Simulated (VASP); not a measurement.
# AlCu: equation of state with PBEsol

The system is AlCu.

```
Cu Al
1.0
     2.99751    0.00000    0.00000
     0.00000    2.99751    0.00000
     0.00000    0.00000    2.99751
Cu Al
1 1
Direct
  0.50000 0.50000 0.50000
  0.00000 0.00000 0.00000
```

The cell comes from a database or a generator and needn't be the stable form of this composition.

```
Program             : VASP 6.6.1
Task                : equation of state
Functional          : PBEsol
Potentials or basis : VASP PAW PBE potentials, release 64 (Cu, Al)
Cutoff              : 520 eV
k mesh              : 9 × 9 × 9
Occupations         : fermi-dirac, width 0.05 eV
Spin                : no spin polarisation
```

```json
{"Equilibrium volume": "12.97 Å³/atom", "Bulk modulus": "125 GPa", "Pressure derivative of the bulk modulus": "4.8"}
```

Energy against volume, from the lowest point:
```csv
volume (Å³/atom),energy (meV/atom)
12.658,3.08
12.928,0.00
13.197,1.37
13.466,6.70
13.736,15.52
14.005,27.46
14.274,42.15
```

All runs of the series together: 120 s on 1 thread of AMD EPYC 7R43 64-Core Processor (Zen 3), on a shared host.

Caveat: the PAW data sets were made with another functional, which shifts forces and pressure a little.
